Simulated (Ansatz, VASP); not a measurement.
# Sn in VASP and in Ansatz

```xyz
1
Lattice="2.6275 0.0000 0.0000 0.0000 2.6275 0.0000 0.0000 0.0000 2.6275" Properties=species:S:1:pos:R:3 pbc="T T T"
Sn    0.0000    0.0000    0.0000
```

Change from the starting cell: volume scaled by 0.65, LAPW.

Alike in both runs: task single point; functional PBEsol; k mesh 14 × 14 × 14; occupations fermi-dirac, width 0.1 eV; no spin polarisation.

|  | VASP | Ansatz |
| --- | --- | --- |
| version | VASP 6.6.1 | Ansatz 0.2.0 |
| potentials or method | VASP PAW PBE potentials, release 64 (Sn_d), cutoff 520 eV | all-electron LAPW, scalar-relativistic |

```csv
,VASP,Ansatz,Ansatz less VASP
pressure (GPa),66.7,66.6,-0.03
```

Ansatz ran all-electron here, so the differences hold the error of VASP's frozen core and of both bases.

Caveats: the cell as given lies far from equilibrium; so large a pressure means that the cell lies far from this level's equilibrium, or that cutoff or potentials fall short (VASP); the potentials were made for another functional, which shifts forces and pressure (VASP).
